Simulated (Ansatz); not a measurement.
Write the native input for Ansatz 0.2.0 that does the following.

- Task: single point
- Functional: PBE
- Potentials or basis: all-electron LAPW, scalar-relativistic
- Cutoff: 205 eV (chosen from the basis error)
- Basis error allowed: 0.001 eV/atom
- k mesh: 8 × 8 × 8
- Occupations: fermi-dirac, width 0.05 eV
- Spin: no spin polarisation

CdS:

```
Cd S
1.0
     0.00000    2.75324    2.75324
     2.75324    0.00000    2.75324
     2.75324    2.75324    0.00000
Cd S
1 1
Direct
  0.00000 0.00000 0.00000
  0.50000 0.50000 0.50000
```

Measurements of this composition are mostly on another form, of space group No. 186.

One way to write it, as run:

input.yaml

```yaml
crystal:
  lattice:
    - [0.0, 2.753244, 2.753244]
    - [2.753244, 0.0, 2.753244]
    - [2.753244, 2.753244, 0.0]
  atoms:
    - { symbol: Cd, position: [0.0, 0.0, 0.0] }
    - { symbol: S, position: [0.5, 0.5, 0.5] }
kpoints:
  mp_grid: { grid: [8, 8, 8] }
scf:
  occupations: { method: fermi_dirac, width: 0.05 }
hamiltonian:
  xc: pbe
  pseudopotentials: { kind: all_electron, lapw: { basis_error: 0.001 } }
output:
  forces: true
  stress: true
  eigenvalues: true
  populations: true
```

Potentials or basis: all-electron LAPW, scalar-relativistic.

Run with:

```sh
$ ansatz run input.yaml --threads 1 --pin off --max-ram 2560MiB --backend cpu --events-out ev --progress --plain --runs-dir out
```

It gave:

| Quantity | Value |
| --- | --- |
| Pressure | -0.4 GPa |
| Band gap on the k mesh | 0.26 eV, indirect (least direct gap 1.56 eV) |
| Loewdin charges | Cd +1.26; S -1.09 e |

Caveat: the atomic charges don't sum to the cell's charge.

Run time: 5.5 s on 1 thread of Intel(R) Xeon(R) Platinum 8375C CPU @ 2.90GHz (Ice Lake), with other jobs on the host, peak memory 0.32 GiB.
